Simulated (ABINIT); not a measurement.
The system is ZnS (Wurtzite-2H).

```
Zn S
1.0
     3.81100    0.00000    0.00000
    -1.90550    3.30042    0.00000
     0.00000    0.00000    6.23400
Zn S
2 2
Cartesian
  1.9055 1.1001 3.1170
  0.0000 2.2003 0.0000
  1.9055 1.1001 5.5171
  0.0000 2.2003 2.4001
```

Base run:

| Quantity | Value |
| --- | --- |
| Program | ABINIT 10.8.3 (patched build) |
| Functional | LDA-VWN |
| Potentials or basis | JTH PAW LDA v2.0 |
| Cutoff | 544 eV |
| k mesh | 8 × 8 × 5 |
| Occupations | fermi-dirac, width 0.05 eV |
| Spin | no spin polarisation |

Its results: band gap on the k mesh 1.98 eV, direct; largest force 0.288 eV/Å.

Q: After a change of settings the same cell gave: band gap on the k mesh 2.07 eV, direct; largest force 0.304 eV/Å. Which change was it?
A. functional from LDA-VWN to RPBE; potentials or basis from JTH PAW LDA v2.0 to JTH PAW PBE v2.0
B. functional from LDA-VWN to revPBE; potentials or basis from JTH PAW LDA v2.0 to JTH PAW PBE v2.0
C. functional from LDA-VWN to WC; potentials or basis from JTH PAW LDA v2.0 to JTH PAW PBE v2.0

A: C.

Caveats: the PAW data sets were made with another functional, which shifts forces and pressure a little (some runs).
